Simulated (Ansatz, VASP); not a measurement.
**One calculation of TiC, two programs**

The input INCAR:

```
ALGO = Normal
EDIFF = 1E-6
EDIFFG = -0.01
ENCUT = 600
GGA = PE
IBRION = 2
ISIF = 3
ISMEAR = 0
LASPH = T
LCHARG = F
LREAL = F
LWAVE = F
NELM = 100
NSW = 100
PREC = Accurate
SIGMA = 0.01
```

File KPOINTS:

```
k-points
0
Gamma
  12 12 14
```

POSCAR

```
TiC
1.0
    3.0511254927      0.0000000000      0.0000000000
   -1.5255627463      2.6423521868      0.0000000000
    0.0000000000      0.0000000000      2.6841623633
Ti C
1 1
Direct
    0.0000000000      0.0000000000      0.0000000000
    0.6666666667      0.3333333333      0.5000000000
```

Input for Ansatz:

```yaml
crystal:
  lattice:
    - [3.0511254927, 0.0, 0.0]
    - [-1.5255627463, 2.6423521868, 0.0]
    - [0.0, 0.0, 2.6841623633]
  atoms:
    - { symbol: Ti, position: [0.0, 0.0, 0.0] }
    - { symbol: C, position: [0.6666666667, 0.3333333333, 0.5] }
basis:
  ecutwfc: 420
kpoints:
  mp_grid: { grid: [12, 12, 14] }
hamiltonian:
  xc: pbe
scf:
  occupations: { method: gaussian, width: 0.01 }
output:
  forces: true
  stress: true
  eigenvalues: true
  write_density: true
  write_potential: true
  elf: true
  volumetric_format: npy
relax:
  adjacent_minimum: "off"
  f_tol: 0.01
  max_steps: 80
  cell: { stress_tol: 0.05 }
```

Alike in both runs: task relaxation of cell and atoms; functional PBE; k mesh 12 × 12 × 14; occupations gaussian, width 0.01 eV; no spin polarisation.

|  | VASP | Ansatz |
| --- | --- | --- |
| version | VASP 6.6.1 | Ansatz 0.2.0 |
| potentials or method | VASP PAW PBE potentials, release 64 (Ti_sv, C) | scalar-relativistic, plane waves, PAW |
| plane-wave cutoff (eV) | 600 | 420 |
| valence electrons in the cell | 16 | 16 |

|  | VASP | Ansatz | Ansatz less VASP |
| --- | --- | --- | --- |
| gap on the k mesh at the Fermi level, each at its own relaxed structure (eV) | none | none | - |
| relaxed volume (Å³/atom) | 10.82 | 10.81 | -0.006 |
| relaxed cell length with the largest relative difference (Å) | 2.698 | 2.697 | -0.0013 |

A gap of «none» marks a metal or a gap that the smearing closes.
